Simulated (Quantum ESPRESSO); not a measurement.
# Sn: phonons with PBEsol

Sn:

```
Sn
1.0
     0.00000    3.23334    3.23334
     3.23334    0.00000    3.23334
     3.23334    3.23334    0.00000
Sn
2
Cartesian
  4.8500 4.8500 4.8500
  3.2333 3.2333 3.2333
```

This isn't the form of Sn at room conditions, which is tetragonal (white tin).

```yaml
Program: Quantum ESPRESSO 7.5
Task: phonons
Functional: PBEsol
Potentials_or_basis: PseudoDojo 0.4.1 SR PBEsol standard
Cutoff: 980 eV
Density_cutoff: 3918 eV
k_mesh: 7 × 7 × 7
Occupations: methfessel-paxton, width 0.272 eV
Spin: no spin polarisation
Mixing_beta: 0.5
Most_SCF_iterations: 120
SCF_threshold: 4e-10 Ry
```

| Property | Result |
| --- | --- |
| Pressure | 1.6 GPa |
| Band gap on the k mesh | none (metal or under the smearing width) |
| Highest phonon frequency at Γ | 187 cm⁻¹ |

Levels at points of the mesh, in eV from the Fermi level:
| k point | band 12 | band 13 | band 14 | band 15 | band 16 | band 17 |
| --- | --- | --- | --- | --- | --- | --- |
| (0.00, 0.00, 0.00) | -0.54 | 0.17 | 0.17 | 0.17 | 2.24 | 2.24 |

Phonon frequencies in cm⁻¹ (negative: imaginary):
| q point | frequencies |
| --- | --- |
| (0.000, 0.000, 0.000) | -9 -9 -9 187 187 187 |

Mode Grüneisen parameters of phonons at Γ, in order of frequency: n/a, n/a, n/a, 1.73, 1.73, 1.73

Optical modes at Γ, degenerate ones joined:
```
cm⁻¹  components  symmetry  active in
 187           3       T2g      Raman
```

Frequencies at 99 % and 101 % of the volume (pressures 2.2 and 1.2 GPa), ions relaxed:
```
mode  99 % (cm⁻¹)  101 % (cm⁻¹)  Grüneisen parameter
   4        190.5         184.0                 1.73
   5        190.5         184.0                 1.73
   6        190.5         184.0                 1.73
```

Run time: 64 min on 1 thread of AMD EPYC (Zen 3), with other jobs on the host, peak memory 0.12 GiB.
